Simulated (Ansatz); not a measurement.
Te, space group P3_121, a short molecular-dynamics run

With Ansatz 0.2.0 through its Python package.

`te.cif`
```cif
data_Te
_cell_length_a 4.454000
_cell_length_b 4.454000
_cell_length_c 5.924000
_cell_angle_alpha 90.00000
_cell_angle_beta 90.00000
_cell_angle_gamma 120.00000
_symmetry_space_group_name_H-M 'P 1'
_symmetry_Int_Tables_number 1
loop_
_symmetry_equiv_pos_as_xyz
'x, y, z'
loop_
_atom_site_label
_atom_site_type_symbol
_atom_site_fract_x
_atom_site_fract_y
_atom_site_fract_z
Te1 Te    0.269000    0.000000    0.333333
Te2 Te    0.000000    0.269000    0.666667
Te3 Te    0.731000    0.731000    0.000000
```

Notebook, run cell by cell (the value of a cell's last expression is shown):

```python
import json
import warnings

import ansatz as az
from ase.io import read
import matplotlib.pyplot as plt
import numpy as np
```

```python
SMEARING_WIDTH = 0.01
XC = 'rpbe'
KMESH = (1, 1, 1)
N_EMPTY = 6
N_STEPS = 10
TEMPERATURE_K = 1200

warnings.simplefilter('ignore', az.DeckWarning)

atoms = read('te.cif')
xtal = az.Crystal.from_ase(atoms)
```

```python
# a small cell and a short run: a test of the set-up, no statistics
calc = (
    xtal.supercell(2, 1, 1).calculation()
    .occupations(az.OccupationsMethod.COLD, width=SMEARING_WIDTH)
    .accuracy('medium')
    .functional(XC)
    .kpoints(*KMESH, center='gamma')
    .scf(extra_bands=N_EMPTY, lower_state_search='standard')
    .md(az.Ensemble.NVT_NOSE_HOOVER, timestep=2.0, steps=N_STEPS, temperature=TEMPERATURE_K, thermostat_time=50, initial_velocities='maxwell_boltzmann', seed=922)
)
done = calc.run(events_out='stream.ndjson')
with open('stream.ndjson') as stream:
    events = [json.loads(line) for line in stream]
steps = [e['data'] for e in events if e['event'] == 'md_step']
rep = done.report

rep['mixing_algorithm'], rep['preconditioner'], rep['eigensolver']
```

    ('MSR1', 'Resta', 'band_cg')

```python
done.lattice.cell_ang
```

    array([[ 8.908     ,  0.        ,  0.        ],
           [-2.227     ,  3.85727715,  0.        ],
           [ 0.        ,  0.        ,  5.924     ]])

```python
rep['kpoints_frac'][:4]
```

    [[0.0, 0.0, 0.0]]

```python
print(' step   t (fs)     E_pot (eV)   E_kin (eV)    T (K)')
for s in steps[::2]:
    print(f'{s["step"]:5d} {s["time_fs"]:8.1f} {s["lagrangian_ev"]:14.4f} {s["e_kin_ev"]:12.4f} {s["temperature_k"]:8.1f}')
```

     step   t (fs)     E_pot (eV)   E_kin (eV)    T (K)
        0      0.0    -41927.5287       0.7756   1200.0
        2      4.0    -41927.5945       0.8412   1301.5
        4      8.0    -41927.6686       0.9141   1414.3
        6     12.0    -41927.7445       0.9864   1526.3
        8     16.0    -41927.8149       1.0493   1623.6
       10     20.0    -41927.8721       1.0937   1692.2

```python
temperature = np.array([s['temperature_k'] for s in steps])
print(f'mean temperature of the second half {temperature[len(steps) // 2 :].mean():.1f} K')
```

    mean temperature of the second half 1592.2 K

```python
print('last positions (A) and velocities (A/fs)')
for site, xyz, vel in zip(done.lattice.sites, steps[-1]['positions_ang'], steps[-1]['velocities_ang_fs']):
    print(f'{site.symbol:2s}', ' '.join(f'{v:8.4f}' for v in xyz), ' ', ' '.join(f'{v:9.5f}' for v in vel))
```

    last positions (A) and velocities (A/fs)
    Te   1.1932   0.0398   2.0880    -0.00023   0.00249   0.00614
    Te   3.9126   1.0036   3.8954     0.00343  -0.00266  -0.00253
    Te   1.6048   2.7810  -0.0009    -0.00168  -0.00148  -0.00081
    Te   5.6253   0.0915   1.9711    -0.00143   0.00499   0.00049
    Te   8.2795   0.9228   3.8771    -0.00090  -0.00639  -0.00342
    Te   6.1086   2.8757   0.0173     0.00080   0.00305   0.00013

```python
time = [s['time_fs'] for s in steps]
fig, ax = plt.subplots(figsize=(5, 3))
ax.plot(time, [s['lagrangian_ev'] - steps[0]['lagrangian_ev'] for s in steps], label='potential')
ax.plot(time, [s['e_kin_ev'] for s in steps], label='kinetic')
ax.set(xlabel='time (fs)', ylabel='energy (eV)')
ax.legend()
fig.tight_layout()
fig.savefig('md.png', dpi=100)

track = np.array([s['positions_ang'] for s in steps])
names = np.array([site.symbol for site in done.lattice.sites])
for name in sorted(set(names)):
    msd = ((track[:, names == name] - track[0, names == name]) ** 2).sum(axis=2).mean(axis=1)
    print(f'mean square displacement of {name} (A^2):', np.round(msd[:: max(len(msd) // 6, 1)], 4))
```

    mean square displacement of Te (A^2): [0.     0.0001 0.0003 0.0007 0.0014 0.0022 0.0032 0.0044 0.0058 0.0075
     0.0094]

Caveats:
- The settings weren't tested for convergence.
- Energy and stress may still move on a finer k-point mesh.
- Of the deposited cell: the entry's cell lengths or inner coordinates differ somewhat from later room-temperature determinations.
- A small cell, a coarse mesh and a very short run: it shows the set-up and gives no equilibrium averages.
- Run time: 9.8 s on 1 thread of Arm Neoverse V2, with other jobs on the host, peak memory 0.48 GiB.
